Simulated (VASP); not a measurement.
# Li2O (Fm-3m) in VASP: notebook

The runs below take Li2O through single point, relaxation of cell and atoms, with PBE.

Everything below comes from runs of VASP 6.6.1. Logs are shortened: lines on timing, memory, paths and dates and some standing lists are left out, and cuts for length are marked.

### 1 Starting point

It takes space group Fm-3m (No. 225, cubic). The conventional cell has a = 4.626 Å, b = 4.626 Å, c = 4.626 Å, α = 90.00°, β = 90.00°, γ = 90.00°. Li (site symmetry -43m) has 4 O at 2.00 Å as nearest neighbours. O (site symmetry m-3m) is surrounded by 8 Li at 2.00 Å.

The cell comes from a database or a generator and needn't be the stable form of this composition.

### 2 Single point, PBE

INCAR

```
SYSTEM = Li2O
PREC = Accurate ; ENCUT = 520
EDIFF = 1E-6 ; ISMEAR = 0
SIGMA = 0.02 ; LREAL = .FALSE.
LASPH = .TRUE. ; NELM = 100
ALGO = Normal ; ISIF = 2
LWAVE = .FALSE. ; LCHARG = .FALSE.
GGA = PE ; NBANDS = 13
```

KPOINTS

```
Automatic mesh
0
G
  8 8 8
  0 0 0
```

POSCAR

```
Li2O
1.0
    0.0000000000      2.3131017575      2.3131017575
    2.3131017575      0.0000000000      2.3131017575
    2.3131017575      2.3131017575      0.0000000000
Li O
2 1
Direct
    0.7500000000      0.7500000000      0.7500000000
    0.2500000000      0.2500000000      0.2500000000
    0.0000000000      0.0000000000      0.0000000000
```

Potentials or basis: VASP PAW PBE potentials, release 64 (Li_sv, O).

Started as:

```console
cat potpaw_PBE.64/Li_sv/POTCAR potpaw_PBE.64/O/POTCAR > POTCAR
mpirun -np 1 vasp_std > vasp.out
```

OUTCAR:

```text
SYSTEM = Li2O
   PREC = Accurate
   ENCUT = 520
   EDIFF = 1E-6
   ISMEAR = 0
   LREAL = .FALSE.
   LASPH = .TRUE.
   NELM = 100
   ISIF = 2
   GGA = PE

 ion  position               nearest neighbor table
   1  0.750  0.750  0.750-   3 2.00   3 2.00   3 2.00   3 2.00   2 2.31   2 2.31   2 2.31   2 2.31
                             2 2.31   2 2.31
   2  0.250  0.250  0.250-   3 2.00   3 2.00   3 2.00   3 2.00   1 2.31   1 2.31   1 2.31   1 2.31
                             1 2.31   1 2.31
   3  0.000  0.000  0.000-   1 2.00   1 2.00   1 2.00   1 2.00   2 2.00   2 2.00   2 2.00   2 2.00

  LATTYP: Found a face centered cubic cell.
 ALAT       =     4.6262035150

  Lattice vectors:

 A1 = (   0.0000000000,   2.3131017575,   2.3131017575)
 A2 = (   2.3131017575,   0.0000000000,   2.3131017575)
 A3 = (   2.3131017575,   2.3131017575,   0.0000000000)

Analysis of symmetry for initial positions (statically):
=====================================================================
 Subroutine PRICEL returns:
 Original cell was already a primitive cell.

 Routine SETGRP: Setting up the symmetry group for a
 face centered cubic supercell.

 Subroutine GETGRP returns: Found 48 space group operations
 (whereof 48 operations were pure point group operations)
 out of a pool of 48 trial point group operations.

The static configuration has the point symmetry O_h .

Analysis of symmetry for dynamics (positions and initial velocities):
=====================================================================
 Subroutine PRICEL returns:
 Original cell was already a primitive cell.

 Routine SETGRP: Setting up the symmetry group for a
 face centered cubic supercell.

 Subroutine GETGRP returns: Found 48 space group operations
 (whereof 48 operations were pure point group operations)
 out of a pool of 48 trial point group operations.

The dynamic configuration has the point symmetry O_h .

 Subroutine INISYM returns: Found 48 space group operations
 (whereof 48 operations are pure point group operations),
 and found     1 'primitive' translations

----------------------------------------------------------------------------------------

                                     Primitive cell

  volume of cell :      24.7522

  direct lattice vectors                    reciprocal lattice vectors
     0.000000000  2.313101758  2.313101758    -0.216159967  0.216159967  0.216159967
     2.313101758  0.000000000  2.313101758     0.216159967 -0.216159967  0.216159967
     2.313101758  2.313101758  0.000000000     0.216159967  0.216159967 -0.216159967

  length of vectors
     3.271219877  3.271219877  3.271219877     0.374400046  0.374400046  0.374400046

  position of ions in fractional coordinates (direct lattice)
     0.750000000  0.750000000  0.750000000
     0.250000000  0.250000000  0.250000000
     0.000000000  0.000000000  0.000000000

  ion indices of the primitive-cell ions
   primitive index   ion index
                 1           1
                 2           2
                 3           3

----------------------------------------------------------------------------------------

 KPOINTS: Automatic mesh

Automatic generation of k-mesh.
 Grid dimensions read from file:
 generate k-points for:    8    8    8

 Generating k-lattice:

  Cartesian coordinates                     Fractional coordinates (reciprocal lattice)
    -0.027019996  0.027019996  0.027019996     0.125000000  0.000000000  0.000000000
     0.027019996 -0.027019996  0.027019996     0.000000000  0.125000000  0.000000000
     0.027019996  0.027019996 -0.027019996     0.000000000  0.000000000  0.125000000

  Length of vectors
     0.046800006  0.046800006  0.046800006

  Shift w.r.t. Gamma in fractional coordinates (k-lattice)
     0.000000000  0.000000000  0.000000000

 Subroutine IBZKPT returns following result:
 ===========================================

 Found     29 irreducible k-points:

 Following reciprocal coordinates:
            Coordinates               Weight
  0.000000  0.000000  0.000000      1.000000
  0.125000  0.000000  0.000000      8.000000
  0.250000  0.000000  0.000000      8.000000
  0.375000  0.000000  0.000000      8.000000
  0.500000  0.000000  0.000000      4.000000
  0.125000  0.125000  0.000000      6.000000
[... 16 lines left out ...]
  0.500000  0.250000  0.125000     48.000000
 -0.375000  0.250000  0.125000     24.000000
 [... further k-points ...]
   k-points           NKPTS =     29   k-points in BZ     NKDIM =     29   number of bands    NBANDS=     13
   number of dos      NEDOS =    301   number of ions     NIONS =      3
   total plane-waves  NPLWV =  13824
   dimension x,y,z NGX =    24 NGY =   24 NGZ =   24
   dimension x,y,z NGXF=    48 NGYF=   48 NGZF=   48
   ions per type =               2   1
   NGX,Y,Z   is equivalent  to a cutoff of  12.20, 12.20, 12.20 a.u.
   NGXF,Y,Z  is equivalent  to a cutoff of  24.39, 24.39, 24.39 a.u.
 SYSTEM =  Li2O
   PREC   = accura    normal or accurate (medium, high low for compatibility)
   ISTART =      0    job   : 0-new  1-cont  2-samecut
   ICHARG =      2    charge: 1-file 2-atom 10-const
   ISPIN  =      1    spin polarized calculation?
   LNONCOLLINEAR =      F non collinear calculations
   LSORBIT =      F    spin-orbit coupling
   LASPH  =      T    aspherical Exc in radial PAW
   ENCUT  =  520.0 eV  38.22 Ry    6.18 a.u.   6.08  6.08  6.08*2*pi/ulx,y,z
   NELM   =    100;   NELMIN=  2; NELMDL= -5     # of ELM steps
   EDIFF  = 0.1E-05   stopping-criterion for ELM
[... 8 lines left out ...]
   TEBEG  =    0.0;   TEEND  =   0.0 temperature during run
   PSTRESS=    0.0 pullay stress
   NELECT =      12.0000    total number of electrons
   NUPDOWN=      -1.0000    fix difference up-down
   EMIN   =  10.00;   EMAX   =-10.00  energy-range for DOS
   EFERMI =   0.00;   METHOD = LEGACY
   ISMEAR =     0;   SIGMA  =   0.02  broadening in eV -4-tet -1-fermi 0-gaus
   EFERMI_NEDOS =   21; number of points for ismear=-14 and -15
   IALGO  =     38    algorithm
   IMIX   =      4    mixing-type and parameters
     AMIX     =   0.40;   BMIX     =  1.00
     AMIX_MAG =   1.60;   BMIX_MAG =  1.00
  volume/ion in A,a.u.               =       8.25        55.68
  Fermi-wavevector in a.u.,A,eV,Ry     =   1.286068  2.430316 22.503631  1.653970
  Thomas-Fermi vector in A             =   2.418164
   LORBIT       =      0    0 simple, 1 ext, 2 COOP (PROOUT), +10 PAW based schemes
   GGA     = PE    functional components
   LHFCALC =     F    Hartree Fock is set to
   AEXX    =    0.0000 exact exchange contribution
   IVDW    =     0    specifies the selected vdW correction
   LEPSILON=     F    determine dielectric tensor
   LRPA    =     F    only Hartree local field effects (RPA)
 non-spin polarized calculation
 Gauss-broadening in eV      SIGMA  =   0.02
  energy-cutoff  :      520.00
  volume of cell :       24.75
 maximum number of plane-waves:       684
   NGX = 13   NGY = 13   NGZ = 13

 number of electron      11.9999975 magnetization

 Free energy of the ion-electron system (eV)
  ---------------------------------------------------
  ext. energy  EPLUGINS =         0.00000000
  ---------------------------------------------------
  free energy    TOTEN  =       -14.34725180 eV

  energy without entropy =      -14.34725180  energy(sigma->0) =      -14.34725180

 E-fermi :   1.4517     XC(G=0):  -9.7337

 val. band max:        1.3184309168   @ k =   0.0000   0.0000   0.0000
 cond. band min:       6.2821855612   @ k =   0.5000   0.5000   0.0000
 fundamental gap:      4.9637546445
 Fermi energy:         1.4517075970

 k-point     1 :       0.0000    0.0000    0.0000
  band No.  band energies     occupation
      1     -41.6851      2.00000
      2     -41.3591      2.00000
      3     -14.1227      2.00000
      4       1.3184      2.00000
      5       1.3184      2.00000
      6       1.3184      2.00000
      7       6.5628      0.00000
      8      13.2255      0.00000
      9      13.2255      0.00000
     10      13.2255      0.00000
     11      20.2669      0.00000
     12      20.2669      0.00000
     13      20.2669      0.00000

 k-point     2 :       0.1250    0.0000    0.0000
  band No.  band energies     occupation
      1     -41.6707      2.00000
      2     -41.3699      2.00000
      3     -14.0929      2.00000
      4       0.8098      2.00000
      5       1.2469      2.00000
      6       1.2469      2.00000
      7       6.9808      0.00000
      8      13.2415      0.00000
      9      13.4396      0.00000
     10      13.4396      0.00000
     11      18.9236      0.00000
     12      18.9236      0.00000
     13      20.7768      0.00000

 k-point     3 :       0.2500    0.0000    0.0000
  band No.  band energies     occupation
      1     -41.6307      2.00000
      2     -41.4010      2.00000
      3     -14.0167      2.00000
      4      -0.2265      2.00000
      5       1.0843      2.00000
      6       1.0843      2.00000
      7       7.9776      0.00000
      8      13.0117      0.00000
      9      13.6968      0.00000
     10      13.6969      0.00000
     11      18.0709      0.00000
     12      18.0709      0.00000
     13      22.0440      0.00000
[... 305 lines left out ...]
 k-point    23 :       0.5000    0.2500    0.1250
  band No.  band energies     occupation
      1     -41.5584      2.00000
      2     -41.4590      2.00000
      3     -13.8982      2.00000
      4      -0.8836      2.00000
      5       0.2952      2.00000
      6       0.6798      2.00000
      7       8.7675      0.00000
      8      12.0085      0.00000
      9      14.3604      0.00000
     10      14.8172      0.00000
     11      17.0535      0.00000
     12      20.5592      0.00000
     13      23.7218      0.00000

 k-point    24 :      -0.3750    0.2500    0.1250
  band No.  band energies     occupation
      1     -41.5075      2.00000
      2     -41.5070      2.00000
      3     -13.8702      2.00000
      4      -1.1264      2.00000
      5       0.3196      2.00000
      6       0.5160      2.00000
      7       9.2491      0.00000
      8      11.5345      0.00000
      9      14.3419      0.00000
     10      14.6920      0.00000
     11      18.8036      0.00000
     12      19.1689      0.00000
     13      24.2506      0.00000

 [... further k-points ...]
[... 5 lines left out ...]
  --------------------------------------------------------------------------------------
  -------------------------------------------------------------------------------------
  Total       -0.0021506     -0.0021506     -0.0021506      0.0000000     -0.0000000      0.0000000
  in kB       -0.1392081     -0.1392081     -0.1392081      0.0000000     -0.0000000      0.0000000
  external PRESSURE =      -0.1392081 kB  Pullay stress =       0.0000000 kB

 VOLUME and BASIS-vectors are now :
 -----------------------------------------------------------------------------
  energy-cutoff  :      520.00
  volume of cell :       24.75
      direct lattice vectors                 reciprocal lattice vectors
     0.000000000  2.313101758  2.313101758    -0.216159967  0.216159967  0.216159967
     2.313101758  0.000000000  2.313101758     0.216159967 -0.216159967  0.216159967
     2.313101758  2.313101758  0.000000000     0.216159967  0.216159967 -0.216159967

 POSITION                                       TOTAL-FORCE (eV/Angst)
 -----------------------------------------------------------------------------------
      3.46965      3.46965      3.46965         0.000000      0.000000      0.000000
      1.15655      1.15655      1.15655        -0.000000     -0.000000     -0.000000
      0.00000      0.00000      0.00000         0.000000      0.000000     -0.000000
 -----------------------------------------------------------------------------------
    total drift:                               -0.000000      0.000000      0.000000

  FREE ENERGIE OF THE ION-ELECTRON SYSTEM (eV)
  ---------------------------------------------------
  free  energy   TOTEN  =       -14.3472518003 eV

  energy  without entropy=      -14.3472518003  energy(sigma->0) =      -14.34725180
```

It took 10 s on 1 thread of Intel Xeon Platinum 8488C (Sapphire Rapids), shared host; peak memory 0.13 GiB.

What came out:

```yaml
Free_energy: -14.3473 eV
Band_gap_on_the_k_mesh: 4.96 eV, indirect (least direct gap 5.24 eV)
```

Caveat: the cutoff is under 1.25 times the usual one of these potentials, so pressure, stress and relaxed cells hold a basis-set (Pulay) error. A k mesh can miss the band edges.

### 3 Relaxation of cell and atoms, PBE

This run uses another cell than the first one, of 8.40 Å³/atom, 1.018 times its volume.

INCAR

```
PREC = Accurate ; ENCUT = 600
EDIFF = 1E-6 ; ISMEAR = 0
SIGMA = 0.02 ; LREAL = False
LASPH = True ; NELM = 100
ALGO = Normal ; ISIF = 3
LWAVE = False ; LCHARG = False
GGA = PE ; IBRION = 2
NSW = 100 ; EDIFFG = -0.005
```

KPOINTS

```
regular mesh
0
Gamma
  8 8 8
```

POSCAR

```
Li2O
1.0
    0.0000000000      2.3268543819      2.3268543819
    2.3268543819      0.0000000000      2.3268543819
    2.3268543819      2.3268543819      0.0000000000
Li O
2 1
Direct
    0.7500000000      0.7500000000      0.7500000000
    0.2500000000      0.2500000000      0.2500000000
    0.0000000000      0.0000000000      0.0000000000
```

Potentials or basis: VASP PAW PBE potentials, release 64 (Li_sv, O).

Started as:

```console
cat potpaw_PBE.64/Li_sv/POTCAR potpaw_PBE.64/O/POTCAR > POTCAR
mpirun -np 1 vasp_std > vasp.out
```

It took 21 s on 1 thread of Intel Xeon Platinum 8488C (Sapphire Rapids), shared host; peak memory 0.15 GiB.

It converged, with:

| Property | Result |
| --- | --- |
| Free energy | -14.3520 eV |
| Relaxed volume | 8.21 Å³/atom |
| Relaxed cell | a = 3.266 Å, b = 3.266 Å, c = 3.266 Å, α = 60.00°, β = 60.00°, γ = 60.00° |
| Space group after relaxing (to 0.05 Å) | Fm-3m (No. 225) |
| Energy gained by relaxing | 1.0 meV/atom |
| Ionic steps | 3 |
| Pressure after relaxing | 0.0 GPa |
| Band gap on the k mesh | 4.98 eV, indirect (least direct gap 5.28 eV) |

The path:
| step | energy change (eV) | largest force (eV/Å) | pressure (GPa) | volume (Å³) |
| --- | --- | --- | --- | --- |
| 1 | 0.0000 | 0.0000 | -1.71 | 25.20 |
| 2 | -0.0025 | 0.0000 | -0.73 | 24.87 |
| 3 | -0.0030 | 0.0000 | 0.01 | 24.64 |

Final structure:
```
Li O
1.0
     0.00000    2.30950    2.30950
     2.30950    0.00000    2.30950
     2.30950    2.30950    0.00000
Li O
2 1
Direct
  0.75000 0.75000 0.75000
  0.25000 0.25000 0.25000
  0.00000 0.00000 0.00000
```

Levels at points of the mesh, in eV from the valence-band top:
| k point | band 2 | band 3 | band 4 | band 5 | band 6 | band 7 | band 8 | band 9 | band 10 |
| --- | --- | --- | --- | --- | --- | --- | --- | --- | --- |
| (0.00, 0.00, 0.00) | -42.66 | -15.45 | 0.00 | 0.00 | 0.00 | 5.28 | 11.94 | 11.94 | 11.94 |
| (0.50, 0.00, 0.00) | -42.81 | -15.22 | -2.77 | -0.45 | -0.45 | 9.21 | 9.82 | 12.06 | 12.06 |
| (0.50, 0.50, 0.00) | -42.75 | -15.18 | -1.60 | -1.38 | -1.38 | 4.98 | 13.54 | 13.54 | 14.73 |

Caveat: the cutoff is under 1.25 times the usual one of these potentials, so pressure, stress and relaxed cells hold a basis-set (Pulay) error.
